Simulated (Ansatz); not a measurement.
## ZrC (PbO-type structure)

The computed numbers are results of PBE, scalar-relativistic (no spin polarisation) in the plane-wave PAW code Ansatz at 420 eV, Γ-centred 8×8×12 mesh, 0.05 eV Gaussian smearing; PAW files: Ansatz's generated set soft_2.

```
Zr C
1.0
     4.24257    0.00000    0.00000
     0.00000    4.24257    0.00000
     0.00000    0.00000    3.11236
Zr C
2 2
Direct
  0.50000 0.00000 0.22827
  0.00000 0.50000 0.77173
  0.00000 0.00000 0.00000
  0.50000 0.50000 0.00000
```

This is a trial structure; measured cells of the compound in the Crystallography Open Database are in space group Fm-3m (rock salt).

The cell has space group P4/nmm (read at 0.01 Å). In it the stress is 0.00, 0.00, -0.01, 0.00, 0.00, 0.00 GPa and the largest force component 0.000 eV/Å. Each change below starts from this cell, without further relaxation. Stress is in GPa, positive in compression, in the order xx, yy, zz, yz, xz, xy; energies are counted from the cell above and are free energies with the smearing's entropy, which match forces and stress in a metal.

Question: One atom was moved along a Cartesian axis, and these forces appeared. Which atom, and about how far?
```
atom  Fx (eV/Å)      Fy      Fz
 Zr1      0.000   0.234   0.028
 Zr2      0.000   0.069   0.001
  C3      0.000   0.256  -0.002
  C4      0.000  -0.558  -0.026
```

Answer: Atom 4 (C) is moved by 0.05 Å along y; the energy changes by 13.9 meV per cell.

Question: What happens when atom 2 (Zr) is moved by 0.02 Å along x?

Answer: The energy changes by 2.5 meV per cell, and the force on it along the shift is -0.253 eV/Å (−F/u = 12.63 eV/Å²). Stress: 0.05, 0.01, 0.01, 0.00, 0.36, 0.00.
```
atom  Fx (eV/Å)     Fy      Fz
 Zr1      0.133  0.000   0.001
 Zr2     -0.253  0.000  -0.005
  C3      0.027  0.000   0.000
  C4      0.092  0.000   0.004
```
In a harmonic crystal the energy would rise by −½F·u = ½ × 12.63 × 0.02² eV = 2.5 meV, which matches.

Question: What stress follows from an engineering strain of -1 % in yy, atoms carried along?

Answer: 1.74, 3.88, 0.88, 0.00, 0.00, 0.00 GPa; the energy changes by 6.7 meV per cell.
```
atom  Fx (eV/Å)     Fy      Fz
 Zr1      0.000  0.000   0.102
 Zr2      0.000  0.000  -0.102
  C3      0.000  0.000   0.142
  C4      0.000  0.000  -0.142
```
The change of the stress over the strain gives a clamped-atom stiffness of about 388 GPa for this component, a secant value that lies under the elastic constant in tension and over it in compression, by several per cent for each per cent of strain.
In a harmonic crystal the energy would rise by V(½Cε² − σ₀ε), with σ₀ the stress of the unstrained cell, = 6.8 meV, which matches.

Question: What stress follows from an engineering strain of -2 % in xx, atoms carried along?

Answer: 8.03, 3.59, 1.90, 0.00, 0.00, 0.00 GPa; the energy changes by 27.4 meV per cell.
| atom | Fx (eV/Å) | Fy | Fz |
| --- | --- | --- | --- |
| Zr1 | 0.000 | 0.000 | 0.225 |
| Zr2 | 0.000 | 0.000 | -0.225 |
| C3 | 0.000 | 0.000 | -0.301 |
| C4 | 0.000 | 0.000 | 0.301 |
The change of the stress over the strain gives a clamped-atom stiffness of about 402 GPa for this component, a secant value that lies under the elastic constant in tension and over it in compression, by several per cent for each per cent of strain.
In a harmonic crystal the energy would rise by V(½Cε² − σ₀ε), with σ₀ the stress of the unstrained cell, = 28.1 meV, which matches.

Question: All atoms and the cell are disturbed at random:
```xyz
4
Lattice="4.2515 0.0250 0.0400 0.0250 4.2480 -0.0408 0.0293 -0.0299 3.1221" Properties=species:S:1:pos:R:3 pbc="T T T"
Zr    2.1039   -0.0361    0.6075
Zr    0.0473    2.1257    2.3449
C     0.0769    0.0325    0.0762
C     2.0778    2.1211    0.0928
```
Give the energy change, the stress and the forces.

Answer: 339.1 meV per cell; stress 2.80, 3.61, 1.71, 1.44, 1.98, -1.78 GPa.
```
atom  Fx (eV/Å)      Fy      Fz
 Zr1      0.971   0.938   1.624
 Zr2     -0.139  -0.563   0.662
  C3     -1.582  -0.257  -1.181
  C4      0.749  -0.118  -1.104
```

Question: All atoms and the cell are disturbed at random:
```
CELL_PARAMETERS angstrom
4.27026 -0.01459 -0.06768
-0.01459 4.24374 -0.05451
-0.04965 -0.03999 3.16319
ATOMIC_POSITIONS crystal
Zr 0.52614 0.07262 0.17458
Zr 0.97744 0.49419 0.71236
C 0.00598 0.96922 0.05685
C 0.49044 0.46396 0.05621
```
Give the energy change, the stress and the forces.

Answer: 3084.9 meV per cell; stress 2.63, 36.80, 4.47, -11.90, -2.34, 0.27 GPa.
```
atom  Fx (eV/Å)       Fy      Fz
 Zr1     -1.624  -12.417   4.377
 Zr2      1.243    1.630   1.134
  C3      0.459    0.483  -1.577
  C4     -0.078   10.305  -3.934
```
